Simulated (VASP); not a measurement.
# Sr (P6_3/mmc) in VASP: notebook

One crystal, Sr, is run at these levels: PBE; tasks: single point.

All numbers are computed with VASP 6.6.1; they aren't measurements. Logs are shortened: lines on timing, memory, paths and dates and some standing lists are left out, and cuts for length are marked.

### Step 1. Starting point

The structure is hexagonal, space group P6_3/mmc (No. 194). Conventional cell: a = 4.310 Å, b = 4.310 Å, c = 7.050 Å, α = 90.00°, β = 90.00°, γ = 120.00°. Around Sr (site symmetry -6m2) lie 12 Sr at 4.31 Å.

This isn't the form of Sr at room conditions, which is fcc.

### Step 2. Single point, PBE

File INCAR:

```
SYSTEM = Sr
  ADDGRID = .False.
  ALGO = Normal
  EDIFF = 1E-6
  ENCUT = 250
  GGA = PE
  ISIF = 2
  ISMEAR = 0
  LASPH = .True.
  LCHARG = .False.
  LREAL = .False.
  LWAVE = .False.
  NBANDS = 17
  NELM = 100
  PREC = Accurate
  SIGMA = 0.15
```

File KPOINTS:

```
k-points
0
Gamma
  4 4 2
  0 0 0
```

File POSCAR:

```
Sr
1.0
    4.3100000000      0.0000000000      0.0000000000
   -2.1550000000      3.7325694903      0.0000000000
    0.0000000000      0.0000000000      7.0500000000
Sr
2
Direct
    0.6666666667      0.3333333333      0.7500000000
    0.3333333333      0.6666666667      0.2500000000
```

Potentials or basis: VASP PAW PBE potentials, release 64 (Sr_sv).

On the command line:

```
$ cat potpaw_PBE.64/Sr_sv/POTCAR > POTCAR
$ mpirun -np 1 vasp_std > vasp.out
```

OUTCAR:

```text
SYSTEM = Sr
   EDIFF = 1E-6
   ENCUT = 250
   GGA = PE
   ISIF = 2
   ISMEAR = 0
   LASPH = .True.
   LREAL = .False.
   NELM = 100
   PREC = Accurate

 Found      8 irreducible k-points:

 Following reciprocal coordinates:
            Coordinates               Weight
  0.000000  0.000000  0.000000      1.000000
  0.250000  0.000000  0.000000      6.000000
  0.500000  0.000000  0.000000      3.000000
  0.250000  0.250000  0.000000      6.000000
  0.000000  0.000000  0.500000      1.000000
  0.250000  0.000000  0.500000      6.000000
   k-points           NKPTS =      8   k-points in BZ     NKDIM =      8   number of bands    NBANDS=     17
   number of dos      NEDOS =    301   number of ions     NIONS =      2
   total plane-waves  NPLWV =  20736
   dimension x,y,z NGX =    24 NGY =   24 NGZ =   36
   dimension x,y,z NGXF=    48 NGYF=   48 NGZF=   72
   ions per type =               2
   NGX,Y,Z   is equivalent  to a cutoff of   9.26,  9.26,  8.49 a.u.
   NGXF,Y,Z  is equivalent  to a cutoff of  18.51, 18.51, 16.98 a.u.
 SYSTEM =  Sr
   PREC   = accura    normal or accurate (medium, high low for compatibility)
   ISTART =      0    job   : 0-new  1-cont  2-samecut
   ICHARG =      2    charge: 1-file 2-atom 10-const
   ISPIN  =      1    spin polarized calculation?
   LNONCOLLINEAR =      F non collinear calculations
   LSORBIT =      F    spin-orbit coupling
   LASPH  =      T    aspherical Exc in radial PAW
   ENCUT  =  250.0 eV  18.37 Ry    4.29 a.u.   5.56  5.56  9.09*2*pi/ulx,y,z
   NELM   =    100;   NELMIN=  2; NELMDL= -5     # of ELM steps
   EDIFF  = 0.1E-05   stopping-criterion for ELM
   LREAL  =      F    real-space projection
   EDIFFG = 0.1E-04   stopping-criterion for IOM
   NSW    =      0    number of steps for IOM
   IBRION =     -1    ionic relax: 0-MD 1-quasi-New 2-CG
   NFREE  =      0    steps in history (QN), initial steepest desc. (CG)
   ISIF   =      2    stress and relaxation
   ISYM   =      2    0-nonsym 1-usesym 2-fastsym
   POTIM  = 0.5000    time-step for ionic-motion
   TEBEG  =    0.0;   TEEND  =   0.0 temperature during run
   PSTRESS=    0.0 pullay stress
   NELECT =      20.0000    total number of electrons
   NUPDOWN=      -1.0000    fix difference up-down
   EMIN   =  10.00;   EMAX   =-10.00  energy-range for DOS
   EFERMI =   0.00;   METHOD = LEGACY
   ISMEAR =     0;   SIGMA  =   0.15  broadening in eV -4-tet -1-fermi 0-gaus
   EFERMI_NEDOS =   21; number of points for ismear=-14 and -15
   IALGO  =     38    algorithm
   IMIX   =      4    mixing-type and parameters
     AMIX     =   0.40;   BMIX     =  1.00
     AMIX_MAG =   1.60;   BMIX_MAG =  1.00
  volume/ion in A,a.u.               =      56.71       382.68
  Fermi-wavevector in a.u.,A,eV,Ry     =   0.918037  1.734838 11.466874  0.842791
  Thomas-Fermi vector in A             =   2.043073
   LORBIT       =      0    0 simple, 1 ext, 2 COOP (PROOUT), +10 PAW based schemes
   GGA     = PE    functional components
   LHFCALC =     F    Hartree Fock is set to
   AEXX    =    0.0000 exact exchange contribution
   IVDW    =     0    specifies the selected vdW correction
   LEPSILON=     F    determine dielectric tensor
   LRPA    =     F    only Hartree local field effects (RPA)
 non-spin polarized calculation
 Gauss-broadening in eV      SIGMA  =   0.15
  energy-cutoff  :      250.00
  volume of cell :      113.42
 maximum number of plane-waves:      1039
 NGX is ok and might be reduce to    24
   NGX = 11   NGY = 11   NGZ = 19

 number of electron      20.0000003 magnetization

 Free energy of the ion-electron system (eV)
  ---------------------------------------------------
  ext. energy  EPLUGINS =         0.00000000
  ---------------------------------------------------
  free energy    TOTEN  =        -3.29503408 eV

  energy without entropy =       -3.25669266  energy(sigma->0) =       -3.27586337

 E-fermi :   1.5122     XC(G=0):  -7.2596

 val. band max:        1.5006392662   @ k =   0.0000   0.0000   0.0000
 cond. band min:       1.5776059987   @ k =   0.5000   0.0000   0.0000
 fundamental gap:      0.0769667325
 Fermi energy:         1.5121816769

 k-point     1 :       0.0000    0.0000    0.0000
  band No.  band energies     occupation
      1     -35.1895      2.00000
      2     -35.1776      2.00000
      3     -17.2457      2.00000
      4     -17.1065      2.00000
      5     -17.1065      2.00000
      6     -17.0832      2.00000
[... 9 lines left out ...]
     16       4.1460      0.00000
     17       4.6552      0.00000

 k-point     2 :       0.2500    0.0000    0.0000
  band No.  band energies     occupation
      1     -35.1840      2.00000
      2     -35.1751      2.00000
      3     -17.2139      2.00000
      4     -17.1736      2.00000
      5     -17.1502      2.00000
      6     -17.1270      2.00000
[... 9 lines left out ...]
     16       4.5190      0.00000
     17       4.5295      0.00000

 k-point     3 :       0.5000    0.0000    0.0000
  band No.  band energies     occupation
      1     -35.1775      2.00000
      2     -35.1736      2.00000
      3     -17.2414      2.00000
      4     -17.2146      2.00000
      5     -17.1684      2.00000
      6     -17.1465      2.00000
[... 9 lines left out ...]
     16       5.6856      0.00000
     17       6.3113      0.00000

 k-point     4 :       0.2500    0.2500    0.0000
  band No.  band energies     occupation
      1     -35.1775      2.00000
      2     -35.1736      2.00000
      3     -17.2121      2.00000
      4     -17.2011      2.00000
      5     -17.1691      2.00000
      6     -17.1609      2.00000
[... 9 lines left out ...]
     16       4.9515      0.00000
     17       5.1288      0.00000

 k-point     5 :       0.0000    0.0000    0.5000
  band No.  band energies     occupation
      1     -35.1836      2.00000
      2     -35.1836      2.00000
      3     -17.1596      2.00000
      4     -17.1596      2.00000
      5     -17.0950      2.00000
      6     -17.0950      2.00000
[... 9 lines left out ...]
     16       3.7490      0.00000
     17       5.5765      0.00000

 k-point     6 :       0.2500    0.0000    0.5000
  band No.  band energies     occupation
      1     -35.1796      2.00000
      2     -35.1796      2.00000
      3     -17.1906      2.00000
      4     -17.1906      2.00000
      5     -17.1214      2.00000
      6     -17.1214      2.00000
[... 9 lines left out ...]
     16       4.2261      0.00000
     17       5.4742      0.00000

 [... further k-points ...]

------------------------ aborting loop because EDIFF is reached ----------------------------------------

  FORCE on cell =-STRESS in cart. coord.  units (eV):
  Direction    XX          YY          ZZ          XY          YZ          ZX
  --------------------------------------------------------------------------------------
  -------------------------------------------------------------------------------------
  Total       -0.5695951     -0.5695951      0.1803947      0.0000000      0.0000000      0.0000000
  in kB       -8.0464173     -8.0464173      2.5483563      0.0000000      0.0000000      0.0000000
  external PRESSURE =      -4.5148261 kB  Pullay stress =       0.0000000 kB

 VOLUME and BASIS-vectors are now :
 -----------------------------------------------------------------------------
  energy-cutoff  :      250.00
  volume of cell :      113.42
      direct lattice vectors                 reciprocal lattice vectors
     4.310000000  0.000000000  0.000000000     0.232018561  0.133955979  0.000000000
    -2.155000000  3.732569490  0.000000000     0.000000000  0.267911958  0.000000000
     0.000000000  0.000000000  7.050000000     0.000000000  0.000000000  0.141843972

 POSITION                                       TOTAL-FORCE (eV/Angst)
 -----------------------------------------------------------------------------------
      2.15500      1.24419      5.28750         0.000000     -0.000000      0.000000
     -0.00000      2.48838      1.76250        -0.000000      0.000000      0.000000
 -----------------------------------------------------------------------------------
    total drift:                                0.000000     -0.000000      0.000000

  FREE ENERGIE OF THE ION-ELECTRON SYSTEM (eV)
  ---------------------------------------------------
  free  energy   TOTEN  =        -3.2950340815 eV

  energy  without entropy=       -3.2566926596  energy(sigma->0) =       -3.27586337
```

Run time: 3.1 s. Hardware: 1 thread of Intel Xeon 6975P-C (Granite Rapids), shared host; peak memory 0.14 GiB.

These settings aren't checked as converged: the numbers below hold their error.

Results:

```
Free energy            : -3.2950 eV
Band gap on the k mesh : none (metal or under the smearing width)
```

Caveat: the k mesh is coarse (spacing up to 0.45 Å⁻¹), so the values aren't converged; the cutoff is under 1.25 times the usual one of these potentials, so pressure, stress and relaxed cells hold a basis-set (Pulay) error.

### Step 3. Single point, PBE

INCAR is that of step 2.

KPOINTS is that of step 2.

File POSCAR:

```
Sr
1.0
    4.3100000000      0.0000000000      0.0000000000
   -2.1550000000      3.7325694903      0.0000000000
    0.0000000000      0.0000000000      7.0500000000
Sr
2
Direct
    0.6432960000      0.3178180000      0.7464440000
    0.3199860000      0.6535770000      0.2508690000
```

Potentials or basis: VASP PAW PBE potentials, release 64 (Sr_sv).

On the command line:

```
$ cat potpaw_PBE.64/Sr_sv/POTCAR > POTCAR
$ mpirun -np 1 vasp_std > vasp.out
```

OUTCAR:

```text
SYSTEM = Sr
   EDIFF = 1E-6
   ENCUT = 250
   GGA = PE
   ISIF = 2
   ISMEAR = 0
   LASPH = .True.
   LREAL = .False.
   NELM = 100
   PREC = Accurate

 Found     20 irreducible k-points:

 Following reciprocal coordinates:
            Coordinates               Weight
  0.000000  0.000000  0.000000      1.000000
  0.250000  0.000000  0.000000      2.000000
  0.000000  0.250000  0.000000      2.000000
 -0.250000  0.250000  0.000000      2.000000
  0.500000  0.000000  0.000000      1.000000
[... 198 lines left out ...]
------------------------ aborting loop because EDIFF is reached ----------------------------------------

  FORCE on cell =-STRESS in cart. coord.  units (eV):
  Direction    XX          YY          ZZ          XY          YZ          ZX
  --------------------------------------------------------------------------------------
  -------------------------------------------------------------------------------------
  Total       -0.5739753     -0.5601886      0.1834579     -0.0289311      0.0003584      0.0016557
  in kB       -8.1082947     -7.9135357      2.5916280     -0.4086963      0.0050626      0.0233892
  external PRESSURE =      -4.4767341 kB  Pullay stress =       0.0000000 kB

 VOLUME and BASIS-vectors are now :
 -----------------------------------------------------------------------------
  energy-cutoff  :      250.00
  volume of cell :      113.42
      direct lattice vectors                 reciprocal lattice vectors
     4.310000000  0.000000000  0.000000000     0.232018561  0.133955979  0.000000000
    -2.155000000  3.732569490  0.000000000     0.000000000  0.267911958  0.000000000
     0.000000000  0.000000000  7.050000000     0.000000000  0.000000000  0.141843972

 POSITION                                       TOTAL-FORCE (eV/Angst)
 -----------------------------------------------------------------------------------
      2.08771      1.18628      5.26243         0.010649      0.002089      0.043806
     -0.02932      2.43952      1.76863        -0.010649     -0.002089     -0.043806
 -----------------------------------------------------------------------------------
    total drift:                               -0.000000     -0.000005     -0.000003

  FREE ENERGIE OF THE ION-ELECTRON SYSTEM (eV)
  ---------------------------------------------------
  free  energy   TOTEN  =        -3.2941379766 eV

  energy  without entropy=       -3.2557786504  energy(sigma->0) =       -3.27495831
```

Wall time 5.3 s (1 thread of Intel Xeon 6975P-C (Granite Rapids), shared host); peak memory 0.15 GiB.

These settings aren't checked as converged: the numbers below hold their error.

What came out:

```yaml
Free_energy: -3.2941 eV
Largest_force: 0.045 eV/Å
Band_gap_on_the_k_mesh: none (metal or under the smearing width)
```

Caveat: the k mesh is coarse (spacing up to 0.45 Å⁻¹), so the values aren't converged; the cutoff is under 1.25 times the usual one of these potentials, so pressure, stress and relaxed cells hold a basis-set (Pulay) error.

### Step 4. Single point, PBE

Edit INCAR of step 3 so:

```diff
@@ -4,3 +4,3 @@
   EDIFF = 1E-6
-  ENCUT = 250
+  ENCUT = 400
   GGA = PE
```

File KPOINTS:

```
k-points
0
Gamma
  3 3 2
  0 0 0
```

File POSCAR:

```
Sr
1.0
    4.3100000000      0.0000000000      0.0000000000
   -2.1550000000      3.7325694903      0.0000000000
    0.0000000000      0.0000000000      7.0500000000
Sr
2
Direct
    0.6666666667      0.3333333333      0.7500000000
    0.3333333333      0.6666666667      0.2500000000
```

On the command line:

```
$ cat potpaw_PBE.64/Sr_sv/POTCAR > POTCAR
$ mpirun -np 1 vasp_std > vasp.out
```

Run time: 4.2 s. Hardware: 1 thread of Intel Xeon 6975P-C (Granite Rapids), shared host; peak memory 0.18 GiB.

The run converged, but some of its settings lie outside the range that counts as converged, so its numbers aren't taken as properties of the crystal.

Results:

```
Free energy            : -3.0560 eV
Pressure               : -0.3 GPa
Band gap on the k mesh : none (metal or under the smearing width)
```

Caveat: the k mesh is coarse (spacing up to 0.56 Å⁻¹), so the values aren't converged.

### Step 5. Single point, PBE

INCAR is that of step 4.

KPOINTS is that of step 4.

File POSCAR:

```
Sr
1.0
    4.3100000000      0.0000000000      0.0000000000
   -2.1550000000      3.7325694903      0.0000000000
    0.0000000000      0.0000000000      7.0500000000
Sr
2
Direct
    0.6432960000      0.3178180000      0.7464440000
    0.3199860000      0.6535770000      0.2508690000
```

On the command line:

```
$ cat potpaw_PBE.64/Sr_sv/POTCAR > POTCAR
$ mpirun -np 1 vasp_std > vasp.out
```

Wall time 6.3 s (1 thread of Intel Xeon 6975P-C (Granite Rapids), shared host); peak memory 0.18 GiB.

The run converged, but some of its settings lie outside the range that counts as converged, so its numbers aren't taken as properties of the crystal.

What came out:

```
Free energy            : -3.0554 eV
Pressure               : -0.3 GPa
Largest force          : 0.028 eV/Å
Band gap on the k mesh : none (metal or under the smearing width)
```

Caveat: the k mesh is coarse (spacing up to 0.56 Å⁻¹), so the values aren't converged.

### Step 6. For comparison

An earlier run on the cell as given: functional PBE; potentials or basis VASP PAW PBE potentials, release 64 (Sr_sv); cutoff 520 eV; k mesh 7 × 7 × 4; occupations fermi-dirac, width 0.05 eV; no spin polarisation.

- Pressure: -0.3 GPa
- Band gap on the k mesh: none (metal or under the smearing width)
